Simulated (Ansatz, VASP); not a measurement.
**One calculation of AlRu, two programs**

```xyz
2
Lattice="3.0963 0.0000 0.0000 0.0000 2.9916 0.0000 0.0000 0.0000 2.9916" Properties=species:S:1:pos:R:3 pbc="T T T"
Al    0.0000    0.0000    0.0000
Ru    1.5482    1.4958    1.4958
```

Change from the starting cell: strain +0.0350 x Voigt [1, 0, 0, 0, 0, 0], atoms carried along.

Alike in both runs: task single point; functional PBE; k mesh 16 × 16 × 16; occupations gaussian, width 0.15 eV; no spin polarisation.

```csv
,VASP,Ansatz
version,VASP 6.6.1,Ansatz 0.2.0
potentials or method,"VASP PAW PBE potentials, release 64 (Al, Ru_pv)","scalar-relativistic, plane waves, PAW"
plane-wave cutoff (eV),520,420
valence electrons in the cell,17,19
```

```csv
,VASP,Ansatz,Ansatz less VASP
gap on the k mesh at the Fermi level (eV),none,none,-
pressure (GPa),-4.2,-4.1,+0.06
largest component of the traceless stress (GPa),3.49,3.48,-0.013
```

A gap of «none» marks a metal or a gap that the smearing closes. The functional is the same, so the differences come from potentials, cutoffs and numerics. The two sets of potentials don't hold the same shells in valence.
